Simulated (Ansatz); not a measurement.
A frame of Ti from dynamics at 2100 K, with the forces (eV/Å) computed on a k mesh in the last three columns. Level of theory: DFT PBE, scalar-relativistic, plane waves, PAW in Ansatz 0.2.0.

Settings: cutoff 420 eV, Γ-centred mesh 3×3×3 on the computed 22-atom cell, Fermi–Dirac smearing of 0.18 eV; no spin polarisation.

```xyz
22
Lattice="7.404 0.024 -0.116 0.024 7.258 -0.376 -0.116 -0.376 7.422" Properties=species:S:1:pos:R:3:forces:R:3 pbc="T T T"
Ti    4.408    0.347    1.032   -0.880   -1.710    1.830
Ti    4.650    5.841    3.899    0.590   -0.340   -1.420
Ti    2.205    3.127    6.210    1.220    1.100   -1.270
Ti    4.396    1.840    6.951    0.460    0.080   -2.000
Ti    6.515    5.886    2.345    0.520    1.000   -3.070
Ti    0.412    6.508    4.449    1.950   -0.970    0.950
Ti    1.161    4.026    1.278   -0.200   -1.430   -1.470
Ti   -0.037    3.650    3.297   -1.080   -1.740    1.880
Ti    0.799    5.600    6.953   -1.180    0.000   -0.770
Ti    3.569    5.157    6.117   -0.240    1.180    0.280
Ti    2.486    4.594    3.281   -0.120    0.030    2.190
Ti    5.732    3.644    5.316   -0.680    1.380    0.230
Ti    3.013    0.568    4.671    0.340   -0.170    1.670
Ti    6.305    1.120    3.902   -1.400    0.170    0.310
Ti    1.531    1.194    2.972   -1.130    1.220   -0.790
Ti    0.179    2.194    6.123   -1.190   -1.080   -0.290
Ti    4.472    4.117    1.122    0.210    1.350    0.050
Ti    1.943    1.331    0.010    0.100   -1.260    0.890
Ti    5.941    6.883    6.057   -0.160    0.130   -0.280
Ti    4.186    2.483    3.009    0.030   -0.260    0.220
Ti    6.424    1.490    1.301    2.470    1.120   -0.030
Ti    2.579    6.218    1.322    0.350    0.200    0.890
```

Static pressure 3.9 GPa (no kinetic part), no gap on the mesh.

Counting as bonded all pairs within 1.3 times the summed covalent radii:

```csv
atom → neighbour,mean count,mean length (Å),spread (Å)
Ti → Ti,15.00,3.20,0.52
```

Angles between all pairs of such bonds at an atom (mean ± spread): 95 ± 35° at Ti.

Cost: 1 run of about 4 core-minutes, on Arm Neoverse V1 (shared hosts).